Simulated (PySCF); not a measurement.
# One molecule, many functionals

Species: acetone, C3H6O.
SMILES: `CC(=O)C`

Linear-response calculations in the def2-SVPD basis (PySCF; singlets by full response, triplets Tamm–Dancoff, core orbitals frozen in the response; HF means time-dependent Hartree–Fock). 'Strongest' is the level of largest summed f among the singlets computed (10 roots, of which the last may lack a degenerate partner); it can jump between rows when another state enters that window. S1 is the lowest singlet of each run and needn't be the same state throughout; f(S1) is that of one state. Geometry: PBE0-D3(BJ)/def2-SVP; no solvent, vibrations or thermal averaging.

```json
{"functional": "LDA", "kind": "LDA", "S1 (eV)": "4.24", "f(S1)": "0.000", "strongest (eV)": "8.12", "T1 (eV)": "3.72", "HOMO (eV)": "-5.84", "gap (eV)": "3.96", "ionisation energy, ΔSCF (eV)": "9.77"}
{"functional": "PBE", "kind": "GGA", "S1 (eV)": "4.27", "f(S1)": "0.000", "strongest (eV)": "8.05", "T1 (eV)": "3.68", "HOMO (eV)": "-5.71", "gap (eV)": "4.04", "ionisation energy, ΔSCF (eV)": "9.54"}
{"functional": "B3LYP", "kind": "global hybrid, 20% exact exchange", "S1 (eV)": "4.44", "f(S1)": "0.000", "strongest (eV)": "8.94", "T1 (eV)": "3.87", "HOMO (eV)": "-7.09", "gap (eV)": "6.31", "ionisation energy, ΔSCF (eV)": "9.72"}
{"functional": "PBE0", "kind": "global hybrid, 25% exact exchange", "S1 (eV)": "4.47", "f(S1)": "0.000", "strongest (eV)": "9.14", "T1 (eV)": "3.85", "HOMO (eV)": "-7.32", "gap (eV)": "6.83", "ionisation energy, ΔSCF (eV)": "9.65"}
{"functional": "wB97X-D", "kind": "range-separated hybrid", "S1 (eV)": "4.51", "f(S1)": "0.000", "strongest (eV)": "9.25", "T1 (eV)": "3.97", "HOMO (eV)": "-9.25", "gap (eV)": "10.64", "ionisation energy, ΔSCF (eV)": "9.73"}
```

Question: What does HF (Hartree–Fock) give?

Answer: S1 (eV) 5.11, f(S1) 0.000, strongest (eV) 9.49, T1 (eV) 4.53, HOMO (eV) -11.38, gap (eV) 13.84, ionisation energy, ΔSCF (eV) not settled. S1 runs from 4.24 eV (LDA) to 5.11 eV (HF), a spread of 0.87 eV, while the orbital gap spreads over 9.9 eV. Along PBE (0%), B3LYP (20%), PBE0 (25%), HF (100%) S1 rises with the share of exact exchange. −ε(HOMO) comes closest to its own ΔSCF ionisation energy with wB97X-D (-0.49 eV) and misses most with LDA (-3.93 eV). The lowest singlet of a reference set is 1A2(n→π*) at 4.47 eV (computed, theoretical best estimate (aug-cc-pVTZ, frozen core, CC3 geometry), gas; Veril, Scemama, Caffarel, Lipparini, Boggio-Pasqua, Jacquemin, Loos, WIREs Comput. Mol. Sci. 2021, 11, e1517 (QUESTDB)). The lowest computed singlet differs from it by PBE0 0.00, B3LYP -0.03, wB97X-D +0.04, PBE -0.20, LDA -0.23, HF +0.64 eV; geometry and basis of the reference needn't be the same. The lowest triplet of a reference set is 3A2(n→π*) at 4.13 eV (computed, theoretical best estimate (aug-cc-pVTZ, frozen core, CC3 geometry), gas; Veril, Scemama, Caffarel, Lipparini, Boggio-Pasqua, Jacquemin, Loos, WIREs Comput. Mol. Sci. 2021, 11, e1517 (QUESTDB)). The lowest computed triplet differs from it by wB97X-D -0.16, B3LYP -0.26, PBE0 -0.28, HF +0.40, LDA -0.41, PBE -0.45 eV; geometry and basis of the reference needn't be the same. 'Not settled' means that the ion's SCF failed to converge or may have ended in another state than the lowest.
